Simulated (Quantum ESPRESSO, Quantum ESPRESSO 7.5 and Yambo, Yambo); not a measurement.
# LiH (Fm-3m): G0W0 on several meshes in Yambo

How does the mesh move the gap of LiH (Fm-3m)?

Program: Quantum ESPRESSO 7.5 and Yambo 5.3.0. Level of theory: PBE and many-body steps on it, plane waves. Results are calculated unless marked as measured.

The database entry behind the starting cell differs from later determinations by our own check (the deuteride, about 0.2 % short), so it need not match the best structure at ambient conditions.

## Step 1: The structure

The structure is cubic, space group Fm-3m (No. 225). The conventional cell has a = 4.074 Å, b = 4.074 Å, c = 4.074 Å, α = 90.00°, β = 90.00°, γ = 90.00°. Li has 6 H at 2.04 Å nearest. Nearest to H lie 6 Li at 2.04 Å. Farther neighbours are not listed.

The cell and positions come from the Crystallography Open Database and are kept as given unless a step says otherwise.

## Step 2: Empty states on the mesh, 2×2×2 mesh, 52 bands

This step: Quantum ESPRESSO 7.5; DFT, PBE, plane waves, norm-conserving pseudopotentials.

The sums over transitions need many empty states on a uniform mesh; this step solves for them.

pw.in

```
&control
  calculation = 'nscf'
  prefix = 'x'
  outdir = 'o'
  pseudo_dir = 'pseudo'
/
&system
  ibrav = 0
  nat = 2
  ntyp = 2
  ecutwfc = 66.0
  nbnd = 52
  force_symmorphic = .true.
/
&electrons
  conv_thr = 1e-9
  electron_maxstep = 80
  diago_full_acc = .true.
  diago_thr_init = 5e-6
/
ATOMIC_SPECIES
  Li 6.94 Li.upf
  H 1.008 H.upf
CELL_PARAMETERS angstrom
  0.0000000000 2.0367500000 2.0367500000
  2.0367500000 -0.0000000000 2.0367500000
  2.0367500000 2.0367500000 -0.0000000000
ATOMIC_POSITIONS crystal
  Li 0.0000000000 0.0000000000 0.0000000000
  H 0.5000000000 0.5000000000 0.5000000000
K_POINTS automatic
  2 2 2 0 0 0
```

Launch:

```console
> OMP_NUM_THREADS=1 mpirun -n 8 pw.x -nk 4 -in pw.in > pw.out
```

The program printed:

```text
Program PWSCF v.7.5 starts

     This program is part of the open-source Quantum ESPRESSO suite
     for quantum simulation of materials; please cite
         "P. Giannozzi et al., J. Phys.:Condens. Matter 21 395502 (2009);
         "P. Giannozzi et al., J. Phys.:Condens. Matter 29 465901 (2017);
         "P. Giannozzi et al., J. Chem. Phys. 152 154105 (2020);
     in publications or presentations arising from this work. More details at

     Atomic positions and unit cell read from directory:
     o/x.save/

     Message from routine setup:
[...]
108.8827 108.8827 109.1685 109.1685

          k =-0.7071 0.0000 0.0000 (  1034 PWs)   bands (ev):

[...]
76.7006  79.3178  79.3178  82.0967  84.7305  85.6766  85.6766  86.1720
    96.6927 104.4262 109.2523 109.2523 109.7059 110.2109 110.2109 112.0643
   112.1468 115.0930 115.2745 115.2745

     highest occupied, lowest unoccupied level (ev):     0.3929    3.4149

     XML data file, pseudopotentials, collected wavefunctions

=------------------------------------------------------------------------------=
   JOB DONE.
=------------------------------------------------------------------------------=
```

Wall time 0.87 s (8 MPI ranks of Arm Neoverse V1, shared host); peak memory 0.05 GiB.

This step gave:

```yaml
gap: 3.022 eV
k_of_the_valence_top: 0, -0.5, -0.5
k_of_the_conduction_bottom: 0, -0.5, -0.5
least_direct_gap: 3.022 eV
k_points_computed: 3
lowest_point_of_the_top_converged_band_above_the_valence_top: 96.0278 eV
```

On this mesh the gap is 3.022 eV.

The density comes from a self-consistent run that is not shown.

## Step 3: Conversion and set-up

This step: Yambo 5.3.0; conversion and set-up on PBE, plane waves, norm-conserving pseudopotentials.

The states are converted to the many-body program's format and the q mesh is built.

Launch:

```console
> (cd o/x.save; p2y > p2y.log; mv SAVE ../..); yambo > setup.log
```

The program printed:

```text
 Yambo, version 5.3.0

 [02] CORE Variables Setup
 =========================

  [02.01] Unit cells
  ==================

  Cell kind             :  FCC
  Atoms in the cell     :  Li  H
  number of Li atoms    :  1
  number of H  atoms    :  1

  List of atomic masses
  Mass of Li    :  6.940000
  Mass of H     :  1.008000

  List of atomic coordinates    : [cc]
  Li1       :  0.000000  0.000000  0.000000  order 1
  H1       :  3.848900  3.848900  3.848900  order 2

  Alat factors          :  3.848900  3.848900  3.848900 [a.u.]
  Direct lattice volume :  114.0354 [a.u.]
[...]
occ @ K [3]
   2.000000  2.000000  0.000000  0.000000  0.000000  0.000000  0.000000  0.000000

 [03] Transferred momenta grid and indexing
 ==========================================

 IBZ Q-points                                      :  3
 BZ  Q-points                                      :   8

 K/Q-points units:
 rlu = crystal or reduced units; cc = cartesian coordinates; iku = interal k-units

 Q [1]          [rlu]:  0.000000  0.000000  0.000000
 Q [2]          [rlu]: -0.97931E-17 -0.97931E-17 -0.50000
 Q [3]          [rlu]: -0.50507E-17 -0.50000     -0.50000

  [03.01] X indexes
  =================

   [03.01.01] Sigma indexes
   ========================

 [06] Game Over & Game summary
```

Run time: 1.6 s. Hardware: 1 MPI rank; peak memory 0.23 GiB.

## Step 4: 2×2×2

Now the one-shot GW correction: screening in the RPA, then the self-energy of the levels asked for.

This step: G0W0 on PBE, plane waves, norm-conserving pseudopotentials.

gw13.in

```
HF_and_locXC
gw0
dyson
ppa
em1d
rim_cut
RandQpts= 1000000
RandGvec= 1 RL
EXXRLvcs= 66 Ry
VXCRLvcs= 264 Ry
Chimod= "HARTREE"
% BndsRnXp
 1 | 52 |
%
NGsBlkXp= 15.5 Ry
% LongDrXp
 1 | 1 | 1 |
%
% GbndRnge
 1 | 52 |
%
DysSolver= "n"
ExtendOut
PPAPntXp= 27.21138 eV
% QPkrange
 3 | 3 | 1 | 4 |
 1 | 1 | 1 | 4 |
%
```

Launch:

```console
> OMP_NUM_THREADS=1 mpirun -n 8 yambo -F gw13.in -J gw13 -C gw13 > gw13.log
```

The program printed:

```text
 Yambo, version 5.3.0

 [02] CORE Variables Setup
 =========================

  [... cell, symmetries and grids as in the set-up ...]

  [02.05] Energies & Occupations
  ==============================

  [X] === General ===
  [X] Electronic Temperature                        :  0.000000  0.000000 [eV K]
  [X] Bosonic    Temperature                        :  0.000000  0.000000 [eV K]
  [X] Finite Temperature mode                       : no
  [X] El. density                                   :  0.23671E+24 [cm-3]
  [X] Fermi Level                                   :  0.392907 [eV]

  [X] === Gaps and Widths ===
  [X] Conduction Band Min                           :  3.022039 [eV]
  [X] Valence Band Max                              :  0.000000 [eV]
  [X] Filled Bands                                  :  2
  [X] Empty Bands                                   :    3   52
  [X] Direct Gap                                    :  3.022039 [eV]
  [X] Direct Gap localized at k                     :  3
  [X] Indirect Gap                                  :  3.022039 [eV]
  [X] Indirect Gap between kpts                     :  3  3
  [X] Last valence band width                       :  5.253733 [eV]
  [X] 1st conduction band width                     :  12.45368 [eV]

 [03] Transferred momenta grid and indexing
 ==========================================

 IBZ Q-points                                      :  3
 BZ  Q-points                                      :   8

 K/Q-points units:
 rlu = crystal or reduced units; cc = cartesian coordinates; iku = interal k-units

 Q [1]          [rlu]:  0.000000  0.000000  0.000000
 Q [2]          [rlu]: -0.97931E-17 -0.97931E-17 -0.50000
 Q [3]          [rlu]: -0.50507E-17 -0.50000     -0.50000

 [04] Coloumb potential Random Integration (RIM)
 ===============================================

  [04.01] RIM initialization
  ==========================

  * Diagonal components only detected *

  8 x (sBL volume)        :  2.175203 [a.u.]
  sBZ random points       :  1000000
  Points outside the sBZ  :   7996195
  RL volume               :  2.175203 [a.u.]
  Integrated volume       :  2.176238 [a.u.]

  [04.02] RIM integrals
  =====================

  Gamma point sphere radius             :  0.235027 [a.u.]
  Points outside the sphere             :   799659
  [Int_sBZ(q=0) 1/q^2]*(Vol_sBZ)^(-1/3) =:  7.764404
                                 should be <:  7.795600

  Summary of Coulomb integrals for non-metallic bands |Q|[au] RIM/Bare

  Q [1] 0.100000E-4 0.995998 * Q [2] 0.706877 1.064860
  Q [3] 0.816231 1.063764

 [05] Dipoles
 ============

  [05.01] Setup: observables and procedures
  =========================================

 [06] Dynamic Dielectric Matrix (PPA)
 ====================================

 [SLK-Inversion]  Pools        :  2
 [SLK-Inversion]  BLACS grid   :  2  2

 [WR./gw13//ndb.pp]--------------------------------------------------------------
  Brillouin Zone Q/K grids (IBZ/BZ)                :   3   8   3   8
  RL vectors                                       :  1363 [WF]
  Coulomb cutoff potential                         : none
  Electronic Temperature                           :  0.000000 [K]
  Bosonic    Temperature                           :  0.000000 [K]
  PPA    diel. fun.  energies                      : Perdew, Burke & Ernzerhof(X)+Perdew, Burke & Ernzerhof(C)
  wavefunctions                                    : Perdew, Burke & Ernzerhof(X)+Perdew, Burke & Ernzerhof(C)
  Global Gauge                                     : length
  X matrix size                                    :  169
  X band range                                     :    1   52
  X e/h energy range                               : -1.000000 -1.000000 [eV]
  X Time ordering                                  : R
  X Hxc Kernel                                     : HARTREE
  X Drude frequency                                :  0.000000  0.000000
  X poles                                          :  100.0000 [o/o]
  RL vectors in the sum                            :  1363
  [r,Vnl] included                                 : yes
  Field direction                                  :  0.577350E-5  0.577350E-5  0.577350E-5
  BZ energy Double Grid                            : no
  BZ energy DbGd points                            : 0
  BZ Q point size factor                           : -1.000000
  X Optical Averaged directions                    : none

 [07] Local Exchange-Correlation + Non-Local Fock
 ================================================

 [VXC] Plane waves :   8363
 [EXS] Plane waves :  1067

 QP @ state[ 1 ] K range:  1  1
 QP @ state[ 1 ] b range:   1   4
 QP @ state[ 2 ] K range:  3  3
 QP @ state[ 2 ] b range:   1   4

 [xc] Functional : Perdew, Burke & Ernzerhof(X)+Perdew, Burke & Ernzerhof(C)
 [xc] LIBXC used to calculate xc functional

 [xc] E_xc :  -2.073291 [Ha]
      E_xc :  -4.146582 [Ry]

  Local XC kind (lXC) : Perdew, Burke & Ernzerhof(X)+Perdew, Burke & Ernzerhof(C)
  Non-Local XC kind (nlXC) : Hartree-Fock

  Corrections @ K [1] :  [eV]
 <1|nlXC|1> = -38.86274 -0.20328E-16 <1|lXC|1> = -25.59736  0.11329E-14
 <2|nlXC|2> = -14.44157 -0.15793E-16 <2|lXC|2> = -9.895614 -0.18882E-15
 <3|nlXC|3> = -5.133161 -0.16375E-17 <3|lXC|3> = -11.79287 -0.37763E-15
 <4|nlXC|4> = -2.436269 -0.15640E-17 <4|lXC|4> = -8.879986  0.000000

  Corrections @ K [3] :  [eV]
 <1|nlXC|1> = -38.91781 -0.10082E-16 <1|lXC|1> = -25.68057  0.37763E-15
 <2|nlXC|2> = -15.38663  0.10058E-16 <2|lXC|2> = -11.52248  0.28323E-15
 <3|nlXC|3> = -2.642829  0.13799E-17 <3|lXC|3> = -7.383764 -0.47204E-16
 <4|nlXC|4> = -2.477736 -0.13597E-16 <4|lXC|4> = -8.078458  0.70806E-16

  [07.01] Hartree-Fock occupations report
  =======================================

  [Hartree-Fock] === General ===
  [Hartree-Fock] Electronic Temperature             :  0.000000  0.000000 [eV K]
  [Hartree-Fock] Bosonic    Temperature             :  0.000000  0.000000 [eV K]
  [Hartree-Fock] Finite Temperature mode            : no
  [Hartree-Fock] El. density                        :  0.23671E+24 [cm-3]
  [Hartree-Fock] Fermi Level                        :  0.392907 [eV]

  [Hartree-Fock] === Gaps and Widths ===
  [Hartree-Fock] Conduction Band Min                :  4.795232 [eV]
  [Hartree-Fock] Valence Band Max                   : -2.488385 [eV]
  [Hartree-Fock] Filled Bands                       :  2
  [Hartree-Fock] Empty Bands                        :    3   52
  [Hartree-Fock] Direct Gap                         :  7.283618 [eV]
  [Hartree-Fock] Direct Gap localized at k          :  2
  [Hartree-Fock] Indirect Gap                       :  7.283618 [eV]
  [Hartree-Fock] Indirect Gap between kpts          :  2  2
  [Hartree-Fock] Last valence band width            :  7.311302 [eV]
  [Hartree-Fock] 1st conduction band width          :  17.34019 [eV]

 [08] Dyson equation: Newton solver
 ==================================

  [08.01] G0W0 (W PPA)
  ====================

  [  GW  ] Bands range     :    1   52
  [GW/PPA] G damping       :  0.100000 [eV]

  QP @ state[ 1 ] K range:  1  1
  QP @ state[ 1 ] b range:   1   4
  QP @ state[ 2 ] K range:  3  3
  QP @ state[ 2 ] b range:   1   4

   Sc/G bands                                       :    1   52
   Sc/G damping                                     :  0.100000 ev
   Sc bands terminator                              : no
   Sx RL components                                 :  1067

   QP @ state[ 1 ] K range                          :  1  1
   QP @ state[ 1 ] b range                          :   1   4
   QP @ state[ 2 ] K range                          :  3  3
   QP @ state[ 2 ] b range                          :   1   4
   GF energies kind                                 : Perdew, Burke & Ernzerhof(X)+Perdew, Burke & Ernzerhof(C)
   GF WF`s kind                                     : Perdew, Burke & Ernzerhof(X)+Perdew, Burke & Ernzerhof(C)
   Xs energies kind                                 : Perdew, Burke & Ernzerhof(X)+Perdew, Burke & Ernzerhof(C)
   Xs WF`s kind                                     : Perdew, Burke & Ernzerhof(X)+Perdew, Burke & Ernzerhof(C)

 [11] Game Over & Game summary
```

The job ended after 2.9 s (8 MPI ranks; peak memory 1.9 GiB).

This step gave:

- G0W0 gap on the points computed: 4.214 eV
- starting gap on the mesh: 3.022 eV
- k of the valence top: 0, -0.5, -0.5
- k of the conduction bottom: 0, -0.5, -0.5
- least direct G0W0 gap on the computed points: 4.214 eV
- Z at the valence top: 0.7751
- Z at the conduction bottom: 0.7991

The gap on the mesh goes from 3.02 eV to 4.21 eV, a correction of +1.19 eV.

## Step 5: Empty states on the mesh, 6×6×6 mesh, 52 bands

This step: Quantum ESPRESSO 7.5; DFT, PBE, plane waves, norm-conserving pseudopotentials.

pw.in: that of step 2 with these lines changed.

```diff
@@ -31,2 +31,2 @@
 K_POINTS automatic
-  2 2 2 0 0 0
+  6 6 6 0 0 0
```

Launch:

```console
> OMP_NUM_THREADS=1 mpirun -n 8 pw.x -nk 4 -in pw.in > pw.out
```

The program printed:

```text
[banner, memory and clock lines left out]
Program PWSCF v.7.5 starts

     Atomic positions and unit cell read from directory:
     o/x.save/

     Message from routine setup:
     using ibrav=0 with symmetry is DISCOURAGED, use correct ibrav instead

     bravais-lattice index     =            0
     lattice parameter (alat)  =       5.4432  a.u.
     unit-cell volume          =     114.0354 (a.u.)^3
     number of atoms/cell      =            2
     number of atomic types    =            2
     number of electrons       =         4.00
[...]
95.8269  96.0506  96.0506  96.4207

          k = 0.1179 0.1179-0.1179 (  1013 PWs)   bands (ev):

[...]
101.4569 103.4250 103.4250 104.0698

          k = 0.2357 0.2357-0.2357 (  1044 PWs)   bands (ev):

[...]
78.2203  79.1603  83.3887  89.2024  89.3258  89.3258  91.3587  92.0389
    92.0389  93.2077  93.2077  96.5946 100.0108 100.0108 106.9413 110.1776
   111.8139 111.8139 114.4795 114.4796

          k =-0.3536-0.3536 0.3536 (  1056 PWs)   bands (ev):

     [... further k-points ...]

     highest occupied, lowest unoccupied level (ev):     0.3929    3.4149

     XML data file, pseudopotentials, collected wavefunctions
```

Run time: 1.4 s. Hardware: 8 MPI ranks; peak memory 0.05 GiB; 11 s of CPU time.

This step gave:

- gap: 3.022 eV
- k of the valence top: 0, -0.5, -0.5
- k of the conduction bottom: 0, -0.5, -0.5
- least direct gap: 3.022 eV
- k points computed: 16
- lowest point of the top converged band, above the valence top: 96.0278 eV

On this mesh the gap is 3.022 eV.

## Step 6: Conversion and set-up

This step: Yambo 5.3.0; conversion and set-up on PBE, plane waves, norm-conserving pseudopotentials.

Launch:

```console
> (cd o/x.save; p2y > p2y.log; mv SAVE ../..); yambo > setup.log
```

The program printed:

```text
 Yambo, version 5.3.0

 [02] CORE Variables Setup
 =========================

  [02.01] Unit cells
  ==================

  Cell kind             :  FCC
  Atoms in the cell     :  Li  H
  number of Li atoms    :  1
  number of H  atoms    :  1

  List of atomic masses
  Mass of Li    :  6.940000
  Mass of H     :  1.008000

  List of atomic coordinates    : [cc]
  Li1       :  0.000000  0.000000  0.000000  order 1
  H1       :  3.848900  3.848900  3.848900  order 2

  Alat factors          :  3.848900  3.848900  3.848900 [a.u.]
  Direct lattice volume :  114.0354 [a.u.]
[...]
Q [ 1]         [rlu]:  0.000000  0.000000  0.000000
 Q [ 2]         [rlu]:  0.47658E-17  0.47658E-17  0.16667
 Q [ 3]         [rlu]:  0.95316E-17  0.95316E-17  0.33333
[...]
Q [ 8]         [rlu]: -0.97931E-17  0.16667     -0.33333
 Q [ 9]         [rlu]: -0.95316E-17  0.16667     -0.16667
 Q [10]         [rlu]:  0.33671E-17  0.33333      0.33333
     [... 4 further rows ...]
 Q [15]         [rlu]:  0.166667  0.333333 -0.333333
 Q [16]         [rlu]:  0.166667 -0.500000 -0.333333

  [03.01] X indexes
  =================

   [03.01.01] Sigma indexes
   ========================

 [06] Game Over & Game summary
```

It took 1.7 s on 1 MPI rank; peak memory 0.23 GiB.

(Continued in part 2 of 2.)

[Paths, hosts, dates, memory and timing lines, banners, echoed tables and standing remarks are left out of the program output.]

[Logs are printed without paths, hosts, clocks, repeated set-up lines and the standing remarks that a program may print on its own settings, such as how far it seeks lower states.]

[Runs of the session that timed out or met a known fault of the program may be left out.]

[Hosts, paths, dates, database ids (printed as entryN), source tags and the programs' standing remarks are cut or masked in the printed files.]
